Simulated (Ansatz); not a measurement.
The system is MnSb.

```
Sb Mn
1.0
     4.15000    0.00000    0.00000
    -2.07500    3.59401    0.00000
     0.00000    0.00000    5.78000
Sb Mn
2 2
Direct
  0.66667 0.33333 0.75000
  0.33333 0.66667 0.25000
  0.00000 0.00000 0.50000
  0.00000 0.00000 0.00000
```

Base run:

```yaml
Program: Ansatz 0.2.0
Functional: PBE
Potentials_or_basis: Ansatz PAW
Cutoff: "420 eV (not typed: the program's choice for these potentials)"
k_mesh: 6 × 6 × 4
Occupations: fermi-dirac, width 0.05 eV
Spin: collinear spin, ferromagnetic start
Starting_moments: "[0.0, 0.0, 3.0, 3.0] μB"
Fixed_moment: 6 μB
```

Its results: pressure -5.8 GPa; site moments Sb -0.15; Mn +3.17 μB.

Problem. The run is repeated on the same cell with these changes: fixed moment from 6 μB to 2 μB; moments at the start from [0.0, 0.0, 3.0, 3.0] to [0.0, 0.0, 1.0, 1.0]. What comes out?

Solution. Pressure -14.1 GPa; site moments Sb -0.09; Mn +1.16 μB.

Caveats: the total moment is fixed, so each spin has its own Fermi level; only a ferromagnetic start was run, and an antiferromagnetic order may lie lower in energy; the thresholds are loose for stress.
